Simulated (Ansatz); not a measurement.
# La, diamond: how the functional moves the structure

All rows: Ansatz, plane waves with scalar-relativistic PAW, 420 eV (500 eV for the SCAN forms), relaxed under each functional, no dispersion correction, no zero-point motion. B₀ comes from uniform scaling at fixed shape; a dash is a value not given.

```json
{"functional": "PBE", "V (Å³/atom)": "37.24", "cell": "a = 6.679 Å", "B₀ (GPa)": "44", "magnetic state": "non-magnetic", "ΔE to dhcp (meV/atom)": "1011"}
{"functional": "r²SCAN", "V (Å³/atom)": "36.85", "cell": "a = 6.655 Å", "B₀ (GPa)": "49", "magnetic state": "non-magnetic", "ΔE to dhcp (meV/atom)": "892"}
{"functional": "PBEsol", "V (Å³/atom)": "35.41", "cell": "a = 6.568 Å", "B₀ (GPa)": "55", "magnetic state": "spin not included", "ΔE to dhcp (meV/atom)": "941"}
{"functional": "revPBE", "V (Å³/atom)": "38.19", "cell": "a = 6.735 Å", "B₀ (GPa)": "40", "magnetic state": "spin not included", "ΔE to dhcp (meV/atom)": "1048"}
{"functional": "RPBE", "V (Å³/atom)": "38.53", "cell": "a = 6.755 Å", "B₀ (GPa)": "38", "magnetic state": "spin not included", "ΔE to dhcp (meV/atom)": "1062"}
{"functional": "BLYP", "V (Å³/atom)": "40.71", "cell": "a = 6.880 Å", "B₀ (GPa)": "-", "magnetic state": "spin not included", "ΔE to dhcp (meV/atom)": "960"}
```

**Question.** What does LDA give?

**Answer.** V (Å³/atom): 34.60; cell: a = 6.517 Å; B₀ (GPa): 60; magnetic state: spin not included; ΔE to dhcp (meV/atom): 879.
